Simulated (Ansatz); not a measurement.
Sn: do energies and stresses tell the same story?

The calculation used DFT r2SCAN, scalar-relativistic, plane waves, PAW (Ansatz).

Settings: cutoff 500 eV, Γ-centred mesh 12×12×12 on the computed 2-atom cell, Gaussian smearing of 0.10 eV; no spin polarisation.

Relaxed cell: Fd-3m, a = 6.566 Å, b = 6.566 Å, c = 6.566 Å, α = 90.00°, β = 90.00°, γ = 90.00°, 2 atoms in the primitive cell.

Energies at zero smearing and pressures from the stress tensor, at volumes with shape and atoms relaxed:
```json
{"V (Å³/atom)": "31.144", "E − E(first) (meV/atom)": "0.00", "P (GPa)": "7.46"}
{"V (Å³/atom)": "32.206", "E − E(first) (meV/atom)": "-41.30", "P (GPa)": "5.08"}
{"V (Å³/atom)": "33.268", "E − E(first) (meV/atom)": "-68.17", "P (GPa)": "3.09"}
{"V (Å³/atom)": "34.330", "E − E(first) (meV/atom)": "-82.88", "P (GPa)": "1.41"}
{"V (Å³/atom)": "35.391", "E − E(first) (meV/atom)": "-87.36", "P (GPa)": "0.00"}
{"V (Å³/atom)": "36.453", "E − E(first) (meV/atom)": "-83.28", "P (GPa)": "-1.18"}
{"V (Å³/atom)": "37.515", "E − E(first) (meV/atom)": "-72.06", "P (GPa)": "-2.16"}
{"V (Å³/atom)": "38.930", "E − E(first) (meV/atom)": "-48.02", "P (GPa)": "-3.22"}
```

Task: Check P = −dE/dV between neighbouring volumes, and get the bulk modulus from the pressures alone.

Result: With 1 eV/Å³ = 160.2 GPa:
| middle V (Å³/atom) | −ΔE/ΔV (GPa) | mean P (GPa) |
| --- | --- | --- |
| 31.675 | 6.232 | 6.271 |
| 32.737 | 4.056 | 4.084 |
| 33.799 | 2.219 | 2.247 |
| 34.860 | 0.676 | 0.704 |
| 35.922 | -0.615 | -0.588 |
| 36.984 | -1.693 | -1.668 |
| 38.223 | -2.721 | -2.692 |

The two differ by 0.04 GPa at most. The mean of two end pressures misses the average over a step by about ΔV² P″/12, up to 0.03 GPa here; with that taken off 0.01 GPa remains. Around V = 35.391 Å³/atom, the two neighbours give B = −V ΔP/ΔV = 35.391 × 2.58 / 2.123 = 43.1 GPa, against B0 = 42.8 GPa from the Birch–Murnaghan fit of the energies.